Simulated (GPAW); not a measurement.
# FeO (Wuestite) (Fm-3m) in GPAW: notebook, part 2 of 2

GPAW 26.7.0. The steps go on from the part before.

## (4) Band structure, PBEsol, collinear spin, ferromagnetic start

Contents of run.py:

```python
from ase.dft.bandgap import bandgap
from ase.io import read, write
from ase.units import GPa
from gpaw import GPAW, PW, setup_paths

setup_paths.insert(0, '.')

atoms = read('POSCAR')
atoms.set_initial_magnetic_moments([3.0, 0.0])

calc = GPAW(mode=PW(800),
            xc='PBEsol',
            kpts={'size': (11, 11, 11), 'gamma': True},
            occupations={'name': 'fermi-dirac', 'width': 0.05},
            nbands=17,
            convergence={'density': 1e-05, 'energy': 1e-05},
            maxiter=150,
            txt='gpaw.txt')
atoms.calc = calc
energy = atoms.get_potential_energy()
forces = atoms.get_forces()
stress = atoms.get_stress()
calc.write('gs.gpw')
write('result.traj', atoms)
print(f'Energy: {energy:.6f} eV')
print('Forces (eV/A):')
print(forces.round(4))
print('Stress (GPa):', (stress / GPa).round(3))
print('Moments:', calc.get_magnetic_moments().round(3))
print('Fermi level:', round(calc.get_fermi_level(), 4), 'eV')
print(f'Gap: {bandgap(calc)[0]:.4f} eV, direct: {bandgap(calc, direct=True)[0]:.4f} eV')

path = atoms.cell.bandpath('GXWKGLUWLK,UX', npoints=60, eps=1e-4)
bs_calc = calc.fixed_density(kpts=path, symmetry='off', nbands=26,
                             convergence={'bands': 'CBM+6.0', 'eigenstates': 1e-6}, txt='bands.txt')
bs = bs_calc.band_structure()
bs.write('bs.json')
print(f'Gap on the path: {bandgap(bs_calc)[0]:.4f} eV')
```

Contents of POSCAR:

```
FeO
1.0
    0.0000000000      2.1554000000      2.1554000000
    2.1554000000      0.0000000000      2.1554000000
    2.1554000000      2.1554000000      0.0000000000
Fe O
1 1
Direct
    0.0000000000      0.0000000000      0.0000000000
    0.5000000000      0.5000000000      0.5000000000
```

Potentials or basis: PAW data sets generated in the run's folder for this functional, pw.

On the command line:

```bash
> gpaw-setup -f PBEsol Fe O
> OMP_NUM_THREADS=1 python run.py
```

gpaw.txt:

```text
__  _  _
 | _ |_)|_||  |
 |__||  | ||/\| - 26.7.0

Input parameters:
  mode=PW(ecut=800.0),
  convergence={'density': 1e-05, 'energy': 1e-05},
  kpts=MonkhorstPack(size=(11, 11, 11), gamma=True),
  maxiter=150,
  nbands=17,
  occupations=Occupations(name='fermi-dirac', width=0.05),
  xc=XC(name='PBEsol')

Diagonalizing LCAO Hamiltonian
Converting LCAO to pw mode

              O

       Fe

Atoms  # Å, Bohr magnetons
|   | symbol |        x |        y |        z |    initial magnetic moments |
|---|--------|----------|----------|----------|-----------------------------|
| 0 |     Fe | 0.000000 | 0.000000 | 0.000000 | ( 0.0000,  0.0000,  3.0000) |
| 1 |      O | 2.155400 | 2.155400 | 2.155400 | ( 0.0000,  0.0000,  0.0000) |

Unit cell  # Å
| periodic |        x |        y |        z |  lengths |    angles |
[... 213 lines left out ...]
  Entropy:          -0.011358
  Spinorbit:         0.000000
  ----------------------------
  Free energy:     -16.821025
  Extrapolated:    -16.815346

dipole moment: (-10.381122, -10.381122, -10.381122)  # |e|*Ang

Total magnetic moment: (0.000000, 0.000000, 4.001377)

Local magnetic moments
|        x |        y |        z |
|----------|----------|----------|
| 0.000000 | 0.000000 | 3.537544 |  # Fe   0
| 0.000000 | 0.000000 | 0.237334 |  # O    1

Fermi level: 9.141
Eigenvalues  # (at kpt = [0.000, 0.000, 0.000])
| band index |      eig [eV] | occ [0-1] |      eig [eV] | occ [0-1] |
|------------|---------------|-----------|---------------|-----------|
|          0 |       -11.653 |     1.000 |       -11.106 |     1.000 |
|          1 |         5.185 |     1.000 |         5.765 |     1.000 |
|          2 |         5.185 |     1.000 |         5.765 |     1.000 |
|          3 |         5.185 |     1.000 |         5.765 |     1.000 |
|          4 |         5.256 |     1.000 |         8.392 |     1.000 |
|          5 |         5.256 |     1.000 |         8.392 |     1.000 |
[... 9 lines left out ...]
|         15 |        29.378 |     0.000 |        31.036 |     0.000 |
|         16 |        29.378 |     0.000 |        31.036 |     0.000 |

No gap
No difference between direct/indirect transitions

Forces  # eV/Ang
|       x |       y |       z |
|---------|---------|---------|
| 0.00000 | 0.00000 | 0.00000 |  # Fe   0
| 0.00000 | 0.00000 | 0.00000 |  # O    1

Stress tensor  # eV/Ang^3
|         x |         y |         z |
|-----------|-----------|-----------|
|  0.043704 |  0.000000 | -0.000000 |
|  0.000000 |  0.043704 | -0.000000 |
| -0.000000 | -0.000000 |  0.043704 |

# Writing to gs.gpw (mode='')
```

stdout:

```text
Energy: -16.815346 eV
Forces (eV/A):
[[0. 0. 0.]
 [0. 0. 0.]]
Stress (GPa): [ 7.002  7.002  7.002 -0.    -0.     0.   ]
Moments: [3.538 0.237]
Fermi level: 9.1408 eV
Gap: 0.0000 eV, direct: 0.0000 eV
Gap on the path: 0.0000 eV
```

Run time: 61 s. Hardware: 1 thread of Arm Neoverse V1, shared host; peak memory 0.27 GiB.

What came out:

* Free energy: -16.8210 eV
* Pressure: -7.0 GPa
* Band gap along the path: none (metal or under the smearing width)
* Net moment: 4.00 μB per cell
* Site moments: Fe +3.54; O +0.24 μB

Levels at the corners of the path, in eV from the Fermi level:
Spin up:
| point | band 6 | band 7 | band 8 | band 9 | band 10 |
| --- | --- | --- | --- | --- | --- |
| Γ | -3.89 | -3.89 | -3.66 | -3.66 | -0.15 |
| X | -3.26 | -2.76 | -2.76 | -2.75 | 5.01 |
| W | -3.03 | -2.88 | -2.76 | -1.72 | 7.21 |
| K | -2.90 | -2.63 | -2.45 | -1.70 | 6.52 |
| Γ | -3.89 | -3.89 | -3.66 | -3.66 | -0.15 |
| L | -3.04 | -2.49 | -0.33 | -0.33 | 3.78 |
| U | -2.90 | -2.63 | -2.45 | -1.70 | 6.52 |
| W | -3.03 | -2.88 | -2.76 | -1.72 | 7.21 |
| L | -3.04 | -2.49 | -0.33 | -0.33 | 3.78 |
| K | -2.90 | -2.63 | -2.45 | -1.70 | 6.52 |
| U | -2.90 | -2.63 | -2.45 | -1.70 | 6.52 |
| X | -3.26 | -2.76 | -2.76 | -2.75 | 5.01 |
Spin down:
```
point  band 2  band 3  band 4  band 5  band 6  band 7  band 8  band 9
    Γ   -3.38   -3.38   -3.38   -0.75   -0.75   -0.75    0.13    0.13
    X   -7.10   -4.58   -4.58   -2.19    0.69    0.79    0.79    1.11
    W   -6.28   -6.28   -5.67   -0.05   -0.05    0.79    1.02    1.77
    K   -6.70   -6.28   -4.99   -0.83    0.60    0.70    1.27    1.72
    Γ   -3.38   -3.38   -3.38   -0.75   -0.75   -0.75    0.13    0.13
    L   -8.18   -5.27   -5.27    0.42    0.42    0.62    2.77    2.77
    U   -6.70   -6.28   -4.99   -0.83    0.60    0.70    1.27    1.72
    W   -6.28   -6.28   -5.67   -0.05   -0.05    0.79    1.02    1.77
    L   -8.18   -5.27   -5.27    0.42    0.42    0.62    2.77    2.77
    K   -6.70   -6.28   -4.99   -0.83    0.60    0.70    1.27    1.72
    U   -6.70   -6.28   -4.99   -0.83    0.60    0.70    1.27    1.72
    X   -7.10   -4.58   -4.58   -2.19    0.69    0.79    0.79    1.11
```

Caveat: a cell with one magnetic atom can't hold antiferromagnetic order, which such compounds often take; semilocal functionals often make such compounds metallic where correlation or magnetic order opens a gap, which also shifts bond lengths.

## (5) Summary

| level | potentials or basis | band points | pressure (GPa) | moment (μB) |
| --- | --- | --- | --- | --- |
| PBE | GPAW PAW data sets (gpaw-data 1.2.1), pw | 80 | 0.8 | 4.00 |
| LDA | the program's PAW data sets (release 1.2.1) made for this functional, pw | 100 | -15.3 | 4.00 |
| PBEsol | PAW data sets generated in the run's folder for this functional, pw | 60 | -7.0 | 4.00 |

Alike in all rows: task band structure; spin collinear, ferromagnetic start; cell as given; k mesh 11 × 11 × 11; cutoff (eV) 800; smearing fermi-dirac 0.05 eV.

Caveats: a cell with one magnetic atom can't hold antiferromagnetic order, which such compounds often take; semilocal functionals often make such compounds metallic where correlation or magnetic order opens a gap, which also shifts bond lengths; so large a pressure means that the cell lies far from this level's equilibrium, or that cutoff or potentials fall short (some runs).

Absolute energies hang on the potentials; compare differences alone.

## (6) Comparison with measurements

Step 2. Measured gap of FeO: 2.4 eV (optical; quoted in “W\"ustite: Electric, thermodynamic and optical properties of FeO”, 2012, arxiv:1203.1201). This calculation gives 0.00 eV (-2.40 eV). So large a miss can be the level of theory's own, or it may mean another phase, state or a wrong row. The value is that of PBE, without temperature or zero-point motion. Semilocal functionals fall short of measured gaps as a rule. The run's magnetic order (collinear spin, ferromagnetic start) needn't be the measured crystal's.

Step 3. Against the measured gap of FeO, 2.4 eV (optical; quoted in “W\"ustite: Electric, thermodynamic and optical properties of FeO”, 2012, arxiv:1203.1201), the calculated 0.00 eV is off by -2.40 eV. So large a miss can be the level of theory's own, or it may mean another phase, state or a wrong row. The value is that of LDA, without temperature or zero-point motion. Semilocal functionals fall short of measured gaps as a rule. The run's magnetic order (collinear spin, ferromagnetic start) needn't be the measured crystal's.

Step 4. Measured gap of FeO: 2.4 eV (optical; quoted in “W\"ustite: Electric, thermodynamic and optical properties of FeO”, 2012, arxiv:1203.1201). This calculation gives 0.00 eV (-2.40 eV). So large a miss can be the level of theory's own, or it may mean another phase, state or a wrong row. The value is that of PBEsol, without temperature or zero-point motion. Semilocal functionals fall short of measured gaps as a rule. The run's magnetic order (collinear spin, ferromagnetic start) needn't be the measured crystal's.
